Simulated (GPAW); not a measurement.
Crystal: Pd.

```
Pd
1.0
     0.00000    1.94650    1.94650
     1.94650    0.00000    1.94650
     1.94650    1.94650    0.00000
Pd
1
Direct
  0.00000 0.00000 0.00000
```

Base run:

```yaml
Program: GPAW 26.7.0
Functional: PBE
Potentials_or_basis: GPAW PAW data sets (gpaw-data 1.2.1)
Cutoff: 600 eV
Basis: pw
k_mesh: 12 × 12 × 12
Occupations: gaussian, width 0.014 eV
Spin: no spin polarisation
```

Its results: pressure 6.9 GPa.

Q: The run is repeated on the same cell with these changes: functional from PBE to r2SCAN; occupations from gaussian, width 0.014 eV to fermi-dirac, width 0.05 eV. What comes out?

A: Pressure 3.9 GPa.

Caveats: the PAW data sets were made with another functional, which shifts forces and pressure a little (some runs).

Not every run made on this cell is shown here.
